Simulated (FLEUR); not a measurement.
## KBr under changes of volume

One of the cells (35.937 Å³/atom); the others are scaled copies at fixed shape and fractional positions:

```xyz
2
Lattice="0.0000 3.3000 3.3000 3.3000 0.0000 3.3000 3.3000 3.3000 0.0000" Properties=species:S:1:pos:R:3 pbc="T T T"
Br    3.3000    3.3000    3.3000
K     0.0000    0.0000    0.0000
```

```yaml
Program: FLEUR MaX-R8.1 (later development tree)
Functional: RPBE
Potentials_or_basis: all-electron
Basis: FLAPW
Kmax: 4.1 1/bohr
k_mesh: 7 × 7 × 7
Occupations: fermi-dirac, width 0.05 eV
Spin: no spin polarisation
```

| volume (Å³/atom) | energy over the lowest point (meV/atom) | gap on the mesh (eV) |
| --- | --- | --- |
| 33.781 | ? | ? |
| 34.500 | 44.31 | 5.17 |
| 35.937 | 21.45 | 5.05 |
| 37.374 | 5.64 | 4.93 |
| 38.093 | 0.00 | 4.87 |

What does the run at 33.781 Å³/atom give?

Energy over the lowest point 58.87 meV/atom; gap on the mesh 5.24 eV.

Worked out: A Birch-Murnaghan fit of order 2 (a polynomial in V^(-2/3)) to the other rows has no minimum within the range. It gives 58.83 meV/atom at 33.781 Å³/atom, against the run's 58.87. A straight line through the other rows of the gap, of slope -3.03 eV per unit of ln V (its deformation potential), extrapolates to 5.24 eV, against the run's 5.24.

Energies are extrapolated to zero smearing.

Caveats: an odd mesh through Γ misses points on the zone boundary, where band edges often lie (some runs). Spin-orbit coupling on Br is left out.
